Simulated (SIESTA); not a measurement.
Crystal: ZrO2.

```
Zr O
1.0
     0.00000    2.54507    2.54507
     2.54507    0.00000    2.54507
     2.54507    2.54507    0.00000
Zr O
1 2
Direct
  0.00000 0.00000 0.00000
  0.75000 0.75000 0.75000
  0.25000 0.25000 0.25000
```

Measurements of this composition are mostly on another form, of space group No. 14.

Base run:

```yaml
Program: SIESTA 5.4.2
Functional: vdW-DF-C09
Potentials_or_basis: PseudoDojo 0.4 standard (PBE files)
Basis: DZP (energy shift 0.003 Ry; two zetas on semicore shells)
Grid_cutoff: 800 Ry
Energy_shift: 0.003 Ry
k_mesh: 9 × 9 × 9
Occupations: fermi-dirac, width 0.05 eV
Spin: no spin polarisation
```

Its results: band gap on the k mesh 3.14 eV, indirect (least direct gap 3.64 eV); pressure 2.8 GPa.

Question: After a change of settings the same cell gave: band gap on the k mesh 3.15 eV, indirect (least direct gap 3.66 eV); pressure 4.0 GPa. Which change was it?
A. functional from vdW-DF-C09 to vdW-DF2
B. functional from vdW-DF-C09 to VV10
C. functional from vdW-DF-C09 to vdW-DF-cx
D. functional from vdW-DF-C09 to optB88-vdW

Answer: C.

Caveats: the potentials were made for another functional, which shifts forces and pressure; an odd mesh through Γ misses points on the zone boundary, where band edges often lie; the basis of atomic orbitals isn't converged, which shifts pressures, moduli and gaps.

Runs at the PBE level aren't shown here.
